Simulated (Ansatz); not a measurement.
## Charge transition levels of the H interstitial in HfO2, term by term

The calculation used DFT PBEsol, scalar-relativistic, plane waves, PAW in Ansatz 0.2.0. Settings: 420 eV cutoff, 2×2×2 k-mesh, shifted by half a step, Gaussian smearing of 0.01 eV, collinear spin in charge 0 alone.

Host crystal, relaxed:

```
Hf O
1.0
     4.83012    0.00000    0.00000
     0.00000    4.83012    0.00000
     0.00000    0.00000    3.20972
Hf O
2 4
Direct
  0.00000 0.00000 0.00000
  0.50000 0.50000 0.50000
  0.19497 0.80503 0.50000
  0.30503 0.30503 0.00000
  0.69497 0.69497 0.00000
  0.80503 0.19497 0.50000
```

The H interstitial was set at (0.050, 0.600, 0.062) of the host cell, in a supercell of 48 sites (599 Å³), relaxed at fixed cell in each charge q. In charges +1, -1 some atom moved by up to 0.9 Å, so the relaxed defect can differ in kind from the start: near the site, 1 O at 1.79 Å, 1 O at 1.86 Å, 1 O at 1.89 Å, 1 Hf at 1.96 Å became 1 O at 1.00 Å (charge +1); 1 Hf at 1.91 Å, 2 Hf at 2.01 Å, 1 O at 2.04 Å, 2 O at 2.08 Å, 1 O at 2.30 Å, 1 O at 2.55 Å (charge -1). The host's Kohn–Sham gap is 3.89 eV and its static dielectric constant 28.6 (mean). For each charge: the supercell's free energy over the neutral one with q electrons exchanged at the valence band top, F(q) − F(0) + qE_v; the image-charge term; and the term that aligns the potential far from the defect with the host's.

Spin-orbit coupling is left out, which matters for the bands and energies of heavy elements.

```tsv
q	F(q) − F(0) + qE_v (eV)	image charge (eV)	alignment (eV)
+1	-4.664	0.086	0.051
0	0.000	0.000	0.000
-1	1.571	0.086	-0.048
```

Task: Add the terms and find the levels between neighbouring charges, ε(q/q′) = [A(q′) − A(q)]/(q − q′), with and without the two corrections.

Result: A(q): -4.528 eV for +1, 0.000 eV for 0, 1.609 eV for -1.
| level | corrected (eV over E_v) | uncorrected (eV) |
| --- | --- | --- |
| (+1/0) | 4.53 | 4.66 |
| (0/-1) | 1.61 | 1.57 |

As a check, a point charge in a simple cubic cell of this volume has q²αe²/(2εL) = 0.085 q² eV (e² = 14.40 eV Å, α = 2.837, L = 8.43 Å); the shape of the real cell and the anisotropy of ε can change it somewhat. The term grows as q², so it pushes donor levels down and acceptor levels up. The program doubts the alignment for q = +1, -1, so levels beside it are uncertain by about that term.

Task: Which of these charges is lowest with the Fermi level at the valence band top, at mid-gap and at the conduction band bottom?

Result: The line A(q) + qE_F that lies lowest gives the charge: +1 at E_F = 0.00 eV, +1 at E_F = 1.95 eV, -1 at E_F = 3.89 eV. The level (+1/0) lies above (0/-1), so charge 0 is never the lowest: a negative-U pattern, with a direct (+1/-1) level at 3.07 eV. (+1/0) falls outside this Kohn–Sham gap, so the change of charge isn't reached within it; the real gap is usually wider and may hold a localised level, while a level that comes from a carrier in the host's bands only marks the band edge and moves with it. Charges beyond those computed could lie lower near the band edges.

Task: The neutral defect forms at 2.68 eV with atoms taken from and returned to the elements. What are the formation energies at those three Fermi levels, and what share of sites would hold the defect at 1200 K with E_F at mid-gap, if the host still stood at that temperature?

Result: E_f = E_f(0) + A(q) + qE_F = -1.84, 0.10, 0.40 eV. With E_f this low the dilute formula fails: the defect would form in large numbers and pin the Fermi level, or these chemical potentials lie outside the host's range of stability. This is the H-rich limit; a poorer supply of H, or a competing compound of it, raises E_f. The small cell and the narrow Kohn–Sham gap leave errors of tenths of an eV or more.